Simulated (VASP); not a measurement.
# TePb (Fm-3m) in VASP: elastic constants with LDA

Aim: the elastic constants of TePb with LDA.

All numbers are computed with VASP 6.6.1; they aren't measurements. Logs are shortened: lines on timing, memory, paths and dates and some standing lists are left out, and cuts for length are marked.

### 1 The structure

Symmetry: Fm-3m, No. 225, cubic system. The conventional cell has a = 6.462 Å, b = 6.462 Å, c = 6.462 Å, α = 90.00°, β = 90.00°, γ = 90.00°. Around Te (site symmetry m-3m) lie 6 Pb at 3.23 Å. Around Pb (site symmetry m-3m) lie 6 Te at 3.23 Å.

### 2 Elastic constants, LDA

POSCAR reads:

```
TePb
1.0
    0.0000000000      3.2310000000      3.2310000000
    3.2310000000      0.0000000000      3.2310000000
    3.2310000000      3.2310000000      0.0000000000
Te Pb
1 1
Direct
    0.5000000000      0.5000000000      0.5000000000
    0.0000000000      0.0000000000      0.0000000000
```

INCAR.step1 reads:

```
SYSTEM = TePb
PREC     = Accurate       ! precision mode
ENCUT    = 600            ! plane-wave cutoff, eV
EDIFF    = 1E-8           ! SCF threshold, eV
ISMEAR   = 0              ! smearing method
SIGMA    = 0.02           ! smearing width, eV
LREAL    = .FALSE.        ! projectors in reciprocal space
LASPH    = .TRUE.         ! aspherical terms in the spheres
NELM     = 80             ! most SCF steps
ALGO     = Normal         ! electronic algorithm
ISIF     = 3              ! what is computed and relaxed
LWAVE    = .FALSE.        ! write WAVECAR
LCHARG   = .FALSE.        ! write CHGCAR
IBRION   = 2              ! ionic algorithm
NSW      = 40             ! ionic steps
EDIFFG   = -0.002         ! ionic threshold
```

INCAR.step2 reads:

```
SYSTEM = TePb
PREC     = Accurate       ! precision mode
ENCUT    = 600            ! plane-wave cutoff, eV
EDIFF    = 1E-8           ! SCF threshold, eV
ISMEAR   = 0              ! smearing method
SIGMA    = 0.02           ! smearing width, eV
LREAL    = .FALSE.        ! projectors in reciprocal space
LASPH    = .TRUE.         ! aspherical terms in the spheres
NELM     = 80             ! most SCF steps
ALGO     = Normal         ! electronic algorithm
ISIF     = 3              ! what is computed and relaxed
LWAVE    = .FALSE.        ! write WAVECAR
LCHARG   = .FALSE.        ! write CHGCAR
IBRION   = 6              ! ionic algorithm
NFREE    = 2            
POTIM    = 0.015          ! step
NSW      = 1              ! ionic steps
```

KPOINTS reads:

```
Automatic mesh
0
G
  8 8 8
  0 0 0
```

Potentials or basis: VASP PAW LDA potentials, release 64 (Te, Pb_d).

Run with:

```sh
$ cat potpaw_LDA.64/Te/POTCAR potpaw_LDA.64/Pb_d/POTCAR > POTCAR
$ cp INCAR.step1 INCAR
$ mpirun -np 1 vasp_std > vasp.out
$ cp CONTCAR POSCAR
$ cp INCAR.step2 INCAR
$ mpirun -np 1 vasp_std > vasp.out
```

OUTCAR:

```text
SYSTEM = TePb
   PREC = Accurate
   ENCUT = 600
   EDIFF = 1E-8
   ISMEAR = 0
   LREAL = .FALSE.
   LASPH = .TRUE.
   NELM = 80
   ISIF = 3
   IBRION = 6
   NFREE = 2
   POTIM = 0.015
   NSW = 1

 ion  position               nearest neighbor table
   1  0.500  0.500  0.500-   2 3.19   2 3.19   2 3.19   2 3.19   2 3.19   2 3.19
   2  0.000  0.000  0.000-   1 3.19   1 3.19   1 3.19   1 3.19   1 3.19   1 3.19

  LATTYP: Found a face centered cubic cell.
 ALAT       =     6.3854362839

  Lattice vectors:

 A1 = (   0.0000000000,   3.1927181419,   3.1927181419)
 A2 = (   3.1927181419,   0.0000000000,   3.1927181419)
 A3 = (   3.1927181419,   3.1927181419,   0.0000000000)

Analysis of symmetry for initial positions (statically):
=====================================================================
 Subroutine PRICEL returns:
 Original cell was already a primitive cell.

 Routine SETGRP: Setting up the symmetry group for a
 face centered cubic supercell.

 Subroutine GETGRP returns: Found 48 space group operations
 (whereof 48 operations were pure point group operations)
 out of a pool of 48 trial point group operations.

The static configuration has the point symmetry O_h .

Analysis of symmetry for dynamics (positions and initial velocities):
=====================================================================
 Subroutine PRICEL returns:
 Original cell was already a primitive cell.

 Routine SETGRP: Setting up the symmetry group for a
 face centered cubic supercell.

 Subroutine GETGRP returns: Found 48 space group operations
 (whereof 48 operations were pure point group operations)
 out of a pool of 48 trial point group operations.

The dynamic configuration has the point symmetry O_h .

 Subroutine INISYM returns: Found 48 space group operations
 (whereof 48 operations are pure point group operations),
 and found     1 'primitive' translations

----------------------------------------------------------------------------------------

                                     Primitive cell

  volume of cell :      65.0896

  direct lattice vectors                    reciprocal lattice vectors
     0.000000000  3.192718142  3.192718142    -0.156606370  0.156606370  0.156606370
     3.192718142  0.000000000  3.192718142     0.156606370 -0.156606370  0.156606370
     3.192718142  3.192718142  0.000000000     0.156606370  0.156606370 -0.156606370

  length of vectors
     4.515185297  4.515185297  4.515185297     0.271250190  0.271250190  0.271250190

  position of ions in fractional coordinates (direct lattice)
     0.500000000  0.500000000  0.500000000
     0.000000000  0.000000000  0.000000000

  ion indices of the primitive-cell ions
   primitive index   ion index
                 1           1
                 2           2

----------------------------------------------------------------------------------------

 KPOINTS: Automatic mesh

Automatic generation of k-mesh.
 Grid dimensions read from file:
 generate k-points for:    8    8    8

 Generating k-lattice:

  Cartesian coordinates                     Fractional coordinates (reciprocal lattice)
    -0.019575796  0.019575796  0.019575796     0.125000000  0.000000000  0.000000000
     0.019575796 -0.019575796  0.019575796     0.000000000  0.125000000  0.000000000
     0.019575796  0.019575796 -0.019575796     0.000000000  0.000000000  0.125000000

  Length of vectors
     0.033906274  0.033906274  0.033906274
[... 111 lines left out ...]
  -------------------------------------------------------------------------------------
  Total       -0.0056004     -0.0056004     -0.0056004      0.0000000     -0.0000000      0.0000000
  in kB       -0.1378542     -0.1378542     -0.1378542      0.0000000     -0.0000000      0.0000000
  external PRESSURE =      -0.1378542 kB  Pullay stress =       0.0000000 kB
[... 89 lines left out ...]
  FREE ENERGIE OF THE ION-ELECTRON SYSTEM (eV)
  ---------------------------------------------------
  free  energy   TOTEN  =        -8.7681575931 eV

  energy  without entropy=       -8.7681575931  energy(sigma->0) =       -8.76815759

[... ionic steps 4 to 14 ...]

--------------------------------------- Ionic step       15  -------------------------------------------

 number of electron      19.9999999 magnetization

------------------------ aborting loop because EDIFF is reached ----------------------------------------
[... 67 lines left out ...]
--------------------------------------- Ionic step       17  -------------------------------------------

 number of electron      20.0000000 magnetization

 Free energy of the ion-electron system (eV)
  ---------------------------------------------------
  ext. energy  EPLUGINS =         0.00000000
  ---------------------------------------------------
  free energy    TOTEN  =        -8.77476429 eV

  energy without entropy =       -8.77476429  energy(sigma->0) =       -8.77476429

 E-fermi :   5.9979     XC(G=0):  -9.7319

 val. band max:        5.8961071616   @ k =   0.5000   0.0000   0.0000
 cond. band min:       6.4572463101   @ k =   0.5000   0.0000   0.0000
 fundamental gap:      0.5611391485
 Fermi energy:         5.9978926975

 k-point     1 :       0.0000    0.0000    0.0000
  band No.  band energies     occupation
      1     -10.8459      2.00000
      2     -10.8459      2.00000
      3     -10.8291      2.00000
      4     -10.8291      2.00000
      5     -10.8291      2.00000
      6      -6.4692      2.00000
      7       0.3072      2.00000
      8       4.4057      2.00000
      9       4.4062      2.00000
     10       4.4062      2.00000
     11       9.9152      0.00000
     12       9.9152      0.00000
     13       9.9171      0.00000
     14      11.5889      0.00000
[... 377 lines left out ...]
      1     -10.8817      2.00000
      2     -10.8554      2.00000
      3     -10.8223      2.00000
      4     -10.8154      2.00000
      5     -10.8056      2.00000
      6      -4.7232      2.00000
      7      -2.6597      2.00000
      8       2.8990      2.00000
      9       3.1267      2.00000
     10       5.3778      2.00000
     11       7.0774      0.00000
     12       9.4243      0.00000
     13       9.9264      0.00000
     14      12.6206      0.00000

 [... further k-points ...]

------------------------ aborting loop because EDIFF is reached ----------------------------------------

  FORCE on cell =-STRESS in cart. coord.  units (eV):
  Direction    XX          YY          ZZ          XY          YZ          ZX
  --------------------------------------------------------------------------------------
  -------------------------------------------------------------------------------------
  Total        0.0024249     -0.0015280     -0.0015280     -0.0000000      0.0000000      0.0000000
  in kB        0.0596889     -0.0376128     -0.0376128     -0.0000000      0.0000000      0.0000000
  external PRESSURE =      -0.0051789 kB  Pullay stress =       0.0000000 kB
[... 17 lines left out ...]
  FREE ENERGIE OF THE ION-ELECTRON SYSTEM (eV)
  ---------------------------------------------------
  free  energy   TOTEN  =        -8.7747642915 eV

  energy  without entropy=       -8.7747642915  energy(sigma->0) =       -8.77476429

 INTERNAL STRAIN TENSORS FROM STRAINED CELLS
 ============================================

 INTERNAL STRAIN TENSOR FOR ION    1 for displacements in x,y,z  (eV/Angst):
          X           Y           Z          XY          YZ          ZX
  --------------------------------------------------------------------------------
  x     0.00000     0.00000    -0.00000    -0.00000    -0.00000     0.00000
  y     0.00000    -0.00000    -0.00000    -0.00000    -0.00000     0.00000
  z    -0.00000     0.00000     0.00000     0.00000     0.00000     0.00000

 INTERNAL STRAIN TENSORS FROM DISPLACED ATOMS
 ============================================

 INTERNAL STRAIN TENSOR FOR ION    1 for displacements in x,y,z  (eV/Angst):
          X           Y           Z          XY          YZ          ZX
  --------------------------------------------------------------------------------
  x     0.00000     0.00000     0.00000     0.00000     0.00000     0.00000
  y     0.00000     0.00000     0.00000     0.00000     0.00000     0.00000
  z     0.00000     0.00000     0.00000     0.00000     0.00000     0.00000

 INTERNAL STRAIN TENSOR FOR ION    2 for displacements in x,y,z  (eV/Angst):
          X           Y           Z          XY          YZ          ZX
  --------------------------------------------------------------------------------
  x     0.00000     0.00000     0.00000     0.00000     0.00000     0.00000
  y     0.00000     0.00000     0.00000     0.00000     0.00000     0.00000
  z     0.00000     0.00000     0.00000     0.00000     0.00000     0.00000

 Eigenvectors and eigenvalues of the dynamical matrix
 ----------------------------------------------------

   1 f  =    1.311071 THz     8.237705 2PiTHz   43.732636 cm-1     5.422153 meV
             X         Y         Z           dx          dy          dz
      3.192718  3.192718  3.192718     0.785936   -0.000000   -0.000000
      0.000000  0.000000  0.000000    -0.618308    0.000000   -0.000000
[... 21 lines left out ...]
   6 f/i=    0.001594 THz     0.010018 2PiTHz    0.053185 cm-1     0.006594 meV
             X         Y         Z           dx          dy          dz
      3.192718  3.192718  3.192718    -0.060807    0.562000   -0.250526
      0.000000  0.000000  0.000000    -0.077292    0.714362   -0.318445

--------------------------------------------------------------------------------------------------------

 ELASTIC MODULI CONTR FROM IONIC RELAXATION (kBar)
 Direction    XX          YY          ZZ          XY          YZ          ZX
 --------------------------------------------------------------------------------
 XX           0.0000      0.0000      0.0000      0.0000      0.0000      0.0000
 YY           0.0000      0.0000      0.0000      0.0000      0.0000      0.0000
 ZZ           0.0000      0.0000      0.0000      0.0000      0.0000      0.0000
 XY           0.0000      0.0000      0.0000      0.0000      0.0000      0.0000
 YZ           0.0000      0.0000      0.0000      0.0000      0.0000      0.0000
 ZX           0.0000      0.0000      0.0000      0.0000      0.0000      0.0000
 --------------------------------------------------------------------------------

 TOTAL ELASTIC MODULI (kBar)
 Direction    XX          YY          ZZ          XY          YZ          ZX
 --------------------------------------------------------------------------------
 XX        1378.0958     49.8019     49.8019     -0.0000      0.0000     -0.0000
 YY          49.8019   1378.0958     49.8019      0.0000     -0.0000      0.0000
 ZZ          49.8019     49.8019   1378.0958     -0.0000      0.0000     -0.0000
 XY          -0.0000      0.0000     -0.0000    158.4419      0.0000      0.0000
 YZ           0.0000     -0.0000      0.0000      0.0000    158.4419      0.0000
 ZX          -0.0000      0.0000     -0.0000      0.0000      0.0000    158.4419
 --------------------------------------------------------------------------------
```

Run time: 27 min. Hardware: 1 thread of Intel Xeon Platinum 8175M at 2.50GHz (Skylake/Cascade Lake), shared host; peak memory 0.4 GiB.

What came out:

| Item | Value |
| --- | --- |
| Relaxed volume | 32.54 Å³/atom |
| Relaxed cell | a = 4.515 Å, b = 4.515 Å, c = 4.515 Å, α = 60.00°, β = 60.00°, γ = 60.00° |
| Space group after relaxing (to 0.05 Å) | Fm-3m (No. 225) |
| Elastic constants C11, C12, C44 | 138, 5, 16 GPa |
| Voigt bulk modulus | 49 GPa |
| Highest phonon frequency at Γ, LO-TO splitting left out | 44 cm⁻¹ |

Step by step:
```csv
step,energy change (eV),largest force (eV/Å),pressure (GPa),volume (Å³)
1,0.0000,0.0000,-1.61,67.46
2,-0.0104,0.0000,0.70,64.20
3,-0.0123,0.0000,0.00,65.09
```

Final structure:
```yaml
crystal:
  lattice:
    - [0.00000, 3.19272, 3.19272]
    - [3.19272, 0.00000, 3.19272]
    - [3.19272, 3.19272, 0.00000]
  atoms:
    - { symbol: Te, position: [0.50000, 0.50000, 0.50000] }
    - { symbol: Pb, position: [0.00000, 0.00000, 0.00000] }
```

Phonon frequencies in cm⁻¹ (negative: imaginary):
| q point | frequencies |
| --- | --- |
| (0.000, 0.000, 0.000) | 0 0 0 44 44 44 |

Elastic tensor in Voigt notation (GPa, in the Cartesian axes of the cell as first typed):
```
138   5   5   0   0   0
  5 138   5   0   0   0
  5   5 138   0   0   0
  0   0   0  16   0   0
  0   0   0   0  16   0
  0   0   0   0   0  16
```

Clamped-ion elastic tensor (GPa):
```
138   5   5   0   0   0
  5 138   5   0   0   0
  5   5 138   0   0   0
  0   0   0  16   0   0
  0   0   0   0  16   0
  0   0   0   0   0  16
```

Spin-orbit coupling is left out, which matters for the levels of Pb, Te.
